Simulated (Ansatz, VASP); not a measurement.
## Two plane-wave programs on GaAs

The input INCAR:

```
SYSTEM = GaAs
PREC = Accurate
ENCUT = 520
EDIFF = 1E-7
ISMEAR = -1
SIGMA = 0.05
LREAL = .FALSE.
LASPH = .TRUE.
NELM = 60
ALGO = Fast
ISIF = 2
LWAVE = .FALSE.
LCHARG = .FALSE.
GGA = PE
```

KPOINTS

```
regular mesh
0
G
  8 8 8
  0 0 0
```

File POSCAR:

```
GaAs
1.0
    0.0000000000      2.8268500000      2.8268500000
    2.7137760000      0.0000000000      2.8268500000
    2.7137760000      2.8268500000      0.0000000000
As Ga
1 1
Direct
    0.7500000000      0.7500000000      0.7500000000
    0.0000000000      0.0000000000      0.0000000000
```

Contents of input.yaml:

```yaml
crystal:
  lattice:
    - [0.0, 2.82685, 2.82685]
    - [2.713776, 0.0, 2.82685]
    - [2.713776, 2.82685, 0.0]
  atoms:
    - { symbol: As, position: [0.75, 0.75, 0.75] }
    - { symbol: Ga, position: [0.0, 0.0, 0.0] }
hamiltonian:
  xc: pbe
  pseudopotentials: { kind: paw }
kpoints:
  mp_grid: { grid: [8, 8, 8] }
scf:
  occupations: { method: fermi_dirac, width: 0.05 }
output:
  forces: true
  stress: true
  eigenvalues: true
```

Change from the starting cell: strain = -0.04.

Alike in both runs: task single point; functional PBE; k mesh 8 × 8 × 8; occupations fermi-dirac, width 0.05 eV; no spin polarisation.

```csv
,VASP,Ansatz
version,VASP 6.6.1,Ansatz 0.2.0
potentials or method,"VASP PAW PBE potentials, release 64 (As, Ga_d)",Ansatz PAW
plane-wave cutoff (eV),520,420
valence electrons in the cell,18,28
```

Ansatz gave:

```
gap on the k mesh at the Fermi level (eV)       : 0.66
least direct gap on the mesh (eV)               : 0.66
pressure (GPa)                                  : 6.6
largest component of the traceless stress (GPa) : 1.47
```

Problem. Which values does VASP return?

Solution. gap on the k mesh at the Fermi level (eV): 0.67; least direct gap on the mesh (eV): 0.67; pressure (GPa): 6.8; largest component of the traceless stress (GPa): 1.47.

The two sets of potentials don't hold the same shells in valence.

A k mesh can miss the band edges.
